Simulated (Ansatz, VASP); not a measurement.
**One calculation of ZnCu, two programs**

```xyz
2
Lattice="2.8393 -0.1767 -0.1767 -0.1767 2.8393 0.1767 -0.1767 0.1767 2.8393" Properties=species:S:1:pos:R:3 pbc="T T T"
Zn    1.1491    1.5135    1.5135
Cu    0.0939   -0.0939   -0.0939
```

Alike in both runs: task single point; functional PBEsol; k mesh 15 × 15 × 15; occupations gaussian, width 0.1 eV; no spin polarisation.

|  | VASP | Ansatz |
| --- | --- | --- |
| version | VASP 6.6.1 | Ansatz 0.2.0 |
| potentials or method | VASP PAW PBE potentials, release 64 (Zn, Cu) | scalar-relativistic, plane waves, PAW |
| plane-wave cutoff (eV) | 520 | 420 |
| valence electrons in the cell | 23 | 31 |

```tsv
	VASP	Ansatz	Ansatz less VASP
gap on the k mesh at the Fermi level (eV)	none	none	-
pressure (GPa)	25.1	24.2	-0.90
largest component of the traceless stress (GPa)	9.63	9.51	-0.119
rms of the force components (eV/Å)	0.738	0.725	-0.0125
```

Atom by atom the forces differ by 0.012 eV/Å (rms over components). A gap of «none» marks a metal or a gap that the smearing closes. The two sets of potentials don't hold the same shells in valence.

Caveats: so large a pressure means that the cell lies far from this level's equilibrium, or that cutoff or potentials fall short (VASP); the potentials were made for another functional, which shifts forces and pressure (VASP).
